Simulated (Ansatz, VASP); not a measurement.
**One calculation of MgS, two programs**

```
Mg S
1.0
     4.11043    0.00000    0.00000
    -2.05522    3.55974    0.00000
     0.00000    0.00000    6.64964
Mg S
2 2
Direct
  0.66667 0.33333 0.50508
  0.33333 0.66667 0.00508
  0.33333 0.66667 0.36992
  0.66667 0.33333 0.86992
```

Alike in both runs: task single point; functional PBEsol; k mesh 6 × 6 × 4; occupations gaussian, width 0.02 eV; no spin polarisation.

|  | VASP | Ansatz |
| --- | --- | --- |
| version | VASP 6.6.1 | Ansatz 0.2.0 |
| potentials or method | VASP PAW PBE potentials, release 64 (Mg, S) | scalar-relativistic, plane waves, PAW |
| plane-wave cutoff (eV) | 520 | 420 |
| valence electrons in the cell | 16 | 32 |

```csv
,VASP,Ansatz,Ansatz less VASP
gap on the k mesh at the Fermi level (eV),2.99,2.99,0.000
least direct gap on the mesh (eV),2.99,2.99,0.000
pressure (GPa),-3.7,-3.5,+0.11
largest component of the traceless stress (GPa),1.48,1.48,-0.003
rms of the force components (eV/Å),0.262,0.262,0.0000
```

Atom by atom the forces differ by 0.000 eV/Å (rms over components). The two sets of potentials don't hold the same shells in valence.

Caveats: the PAW data sets were made with another functional, which shifts forces and pressure a little (VASP).
